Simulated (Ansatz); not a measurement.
CsI:
```xyz
2
Lattice="4.4014 0.0000 0.0000 0.0000 4.4014 0.0000 0.0000 0.0000 4.4014" Properties=species:S:1:pos:R:3 pbc="T T T"
Cs     0.0000     0.0000     0.0000
I      2.2007     2.2007     2.2007
```

Relaxed with LDA.

Task: Decompose the optical modes at the zone centre into irreducible representations, and say which are infrared and Raman allowed.

Result: Point group m-3m: Γ_opt = T1u. Infrared: T1u. Raman: none.

Task: Assign frequencies (DFPT, plane-wave PAW LDA (Ansatz code); without the LO–TO term).

Result: T1u 68 cm⁻¹.

Space group Pm-3m (CsCl type). Symmetry was held in the LDA relaxation; phonons on a q-mesh show no instability. Spin–orbit coupling is left out wherever it is not named.

Potentials: the later of the program's two PAW sets.
